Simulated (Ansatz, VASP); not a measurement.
This is a calculation of In for VASP 6.6.1.

INCAR

```
SYSTEM = In
PREC = Accurate
ENCUT = 520
EDIFF = 1E-7
ISMEAR = -1
SIGMA = 0.05
LREAL = .FALSE.
LASPH = .TRUE.
NELM = 100
ALGO = Normal
ISIF = 2
LWAVE = .FALSE.
LCHARG = .FALSE.
GGA = PE
NBANDS = 12
```

The input KPOINTS:

```
regular mesh
0
G
  10 10 10
  0 0 0
```

Contents of POSCAR:

```
In
1.0
   -1.9072981498      1.9072981498      1.9072981498
    1.9072981498     -1.9072981498      1.9072981498
    1.9072981498      1.9072981498     -1.9072981498
In
1
Direct
    0.0000000000      0.0000000000      0.0000000000
```

Potentials or basis: VASP PAW PBE potentials, release 64 (In_d).

The run is started by

```bash
$ cat potpaw_PBE.64/In_d/POTCAR > POTCAR
$ mpirun -np 1 vasp_std > vasp.out
```

Task: Translate it to Ansatz 0.2.0. Potentials there: Ansatz PAW.

Result: As run (the cutoff follows the program's own potentials):

The input input.yaml:

```yaml
crystal:
  lattice:
    - [-1.9072981498, 1.9072981498, 1.9072981498]
    - [1.9072981498, -1.9072981498, 1.9072981498]
    - [1.9072981498, 1.9072981498, -1.9072981498]
  atoms:
    - { symbol: In, position: [0.0, 0.0, 0.0] }
hamiltonian:
  xc: pbe
  pseudopotentials: { kind: paw }
kpoints:
  mp_grid: { grid: [10, 10, 10] }
scf:
  occupations: { method: fermi_dirac, width: 0.05 }
output:
  forces: true
  stress: true
  eigenvalues: true
```

Potentials or basis: Ansatz PAW.

Launch:

```console
$ ansatz run input.yaml --threads 1 --pin off --max-ram 3584MiB --backend cpu --events-out ev --progress --plain --runs-dir out
```

Both were run:

|  | VASP | Ansatz | Ansatz less VASP |
| --- | --- | --- | --- |
| gap on the k mesh at the Fermi level (eV) | none | none | - |
| pressure (GPa) | 0.0 | 0.1 | +0.04 |

A gap of «none» marks a metal or a gap that the smearing closes. The functional is the same, so the differences come from potentials, cutoffs and numerics.
